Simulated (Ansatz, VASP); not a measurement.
Al3Cu in VASP and in Ansatz

```
CELL_PARAMETERS angstrom
2.77841 0.00000 0.00000
0.00000 2.77841 0.00000
0.00000 0.00000 7.51340
ATOMIC_POSITIONS crystal
Al 0.00000 0.00000 0.50000
Al 0.50000 0.50000 0.22612
Al 0.50000 0.50000 0.77388
Cu 0.00000 0.00000 0.00000
```

The cell comes from a database or a generator and needn't be the stable form of this composition.

Alike in both runs: task single point; functional LDA; k mesh 8 × 8 × 3; no spin polarisation.

|  | VASP | Ansatz |
| --- | --- | --- |
| version | VASP 6.6.1 | Ansatz 0.2.0 |
| potentials or method | VASP PAW LDA potentials, release 64 (Al, Cu) | plane waves, PAW |
| plane-wave cutoff (eV) | 520 | 420 |
| occupations | methfessel-paxton of order 1, width 0.1 eV | cold, width 0.1 eV |
| valence electrons in the cell | 20 | 28 |

VASP gave:

| Item | Value |
| --- | --- |
| gap on the k mesh at the Fermi level (eV) | none |
| pressure (GPa) | -1.5 |
| largest component of the traceless stress (GPa) | 1.36 |
| rms of the force components (eV/Å) | 0.123 |

What did Ansatz give for the same quantities?

gap on the k mesh at the Fermi level (eV): none; pressure (GPa): -2.0; largest component of the traceless stress (GPa): 1.32; rms of the force components (eV/Å): 0.133.

Atom by atom the forces differ by 0.009 eV/Å (rms over components). A gap of «none» marks a metal or a gap that the smearing closes. The two sets of potentials don't hold the same shells in valence.
